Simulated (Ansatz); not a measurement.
Crystal: CuO.

```
Cu O
1.0
     2.34465   -1.71340    0.00000
     2.34465    1.71340    0.00000
    -0.86055    0.00000    5.05944
Cu O
2 2
Direct
  0.00320 0.49680 0.00000
  0.49680 0.00320 0.50000
  0.57140 0.40560 0.25370
  0.40560 0.57140 0.75370
```

Base run:

- Program: Ansatz 0.2.0
- Functional: LDA
- Potentials or basis: Ansatz PAW
- Cutoff: 420 eV
- Density cutoff: 1680 eV
- k mesh: 10 × 10 × 5
- Occupations: fermi-dirac, width 0.05 eV
- Spin: no spin polarisation

Its results: band gap on the k mesh none (metal or under the smearing width); pressure -9.6 GPa; largest force 0.790 eV/Å.

Q: The run is repeated on the same cell with these changes: functional from LDA to r2SCAN; cutoff from 420 eV to 500 eV; density cutoff from 1680 eV to 2000 eV. What comes out?

A: Band gap on the k mesh none (metal or under the smearing width); pressure -1.3 GPa; largest force 0.735 eV/Å.

Caveats: the run has no spin polarisation, though such a crystal can be magnetic; semilocal functionals often make such compounds metallic where correlation or magnetic order opens a gap, which also shifts bond lengths; the PAW data sets come from PBE, with cores solved anew for the run's functional, which leaves a small shift of forces and pressure.

Not every run made on this cell is shown here.
